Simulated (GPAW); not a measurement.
Input of a GPAW 26.7.0 run:

Contents of run.py:

```python
from ase.calculators.mixing import SumCalculator
from ase.filters import FrechetCellFilter
from ase.io import read, write
from ase.optimize import BFGS
from dftd4.ase import DFTD4
from gpaw import GPAW, PW

atoms = read('B.xyz')

calc = GPAW(mode=PW(800),
            xc='revPBE',
            kpts={'size': (11, 11, 16), 'gamma': True},
            occupations={'name': 'fermi-dirac', 'width': 0.05},
            nbands=7,
            convergence={'density': 1e-05, 'forces': 0.0001},
            maxiter=150,
            txt='gpaw.txt')
atoms.calc = SumCalculator([calc, DFTD4(method='revpbe')])
opt = BFGS(FrechetCellFilter(atoms), trajectory='relax.traj', logfile='-')
done = opt.run(fmax=0.02, steps=60)
calc.write('gs.gpw')
write('result.traj', atoms)
print('Converged:', done)
print('Cell:', atoms.cell.cellpar().round(4))
print('Volume:', round(atoms.get_volume(), 4))
print(atoms.get_scaled_positions().round(5))
```

Contents of B.xyz:

```xyz
1
Lattice="2.3461100000 0.0000000000 0.0000000000 0.0000000000 2.3461100000 0.0000000000 0.0000000000 0.0000000000 1.5857900000" Properties=species:S:1:pos:R:3 pbc="T T T"
B      1.1730550000      1.1730550000      0.7928950000
```

Potentials or basis: the program's PAW data sets (release 1.2.1) made for this functional, pw.

Launch:

```console
$ OMP_NUM_THREADS=1 python run.py
```

What does it give for the relaxed cell?

a = 2.371 Å, b = 2.371 Å, c = 1.580 Å, α = 90.00°, β = 90.00°, γ = 90.00°.

Estimate the relaxed volume.

8.88 Å³/atom.

What does it give for the dispersion energy per atom?

-0.637 eV.

What does it give for the space group after relaxing (to 0.05 Å)?

P4/mmm (No. 123).

The path:
| step | energy change (eV) | largest force (eV/Å) | pressure (GPa) | volume (Å³) |
| --- | --- | --- | --- | --- |
| 1 | 0.0000 | 0.0000 | 7.91 | 8.73 |
| 2 | -0.0077 | 0.0000 | -0.33 | 8.89 |
| 3 | -0.0077 | 0.0000 | 0.00 | 8.88 |

Caveat: later steps reuse the first step's grids; pairwise dispersion overbinds metals, which lowers pressure and volume.
